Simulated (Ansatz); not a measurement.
Al under changes of volume

One of the cells (16.116 Å³/atom); the others are scaled copies at fixed shape and fractional positions:

```xyz
1
Lattice="-1.5912 1.5912 1.5912 1.5912 -1.5912 1.5912 1.5912 1.5912 -1.5912" Properties=species:S:1:pos:R:3 pbc="T T T"
Al    0.0000    0.0000    0.0000
```

This isn't the form of Al at room conditions, which is fcc.

| Quantity | Value |
| --- | --- |
| Program | Ansatz 0.2.0 |
| Functional | r2SCAN |
| Potentials or basis | Ansatz PAW |
| Cutoff | 500 eV (not typed: the program's choice for these potentials) |
| k mesh | 12 × 12 × 12 |
| Occupations | fermi-dirac, width 0.05 eV |
| Spin | no spin polarisation |

| volume (Å³/atom) | energy over the lowest point (meV/atom) | pressure (GPa) |
| --- | --- | --- |
| 15.149 | ? | ? |
| 15.471 | 8.91 | 4.2 |
| 15.793 | 2.56 | 2.2 |
| 16.116 | 0.00 | 0.4 |
| 16.438 | 0.81 | -1.2 |
| 16.760 | 4.59 | -2.6 |
| 17.083 | 11.01 | -3.8 |

Problem. What does the run at 15.149 Å³/atom give?

Solution. Energy over the lowest point 19.52 meV/atom; pressure 6.4 GPa.

Worked out: A Birch-Murnaghan fit of order 3 (a polynomial in V^(-2/3)) to the other rows has its minimum at 16.19 Å³/atom with B0 = V·E''(V) = 81 GPa and B' = 5.2. It gives 19.56 meV/atom at 15.149 Å³/atom, against the run's 19.52, and -dE/dV = 6.5 GPa, against 6.4.

Energies are extrapolated to zero smearing.

Caveats: the PAW data sets come from PBE, with cores solved anew for the run's functional, which leaves a small shift of forces and pressure.
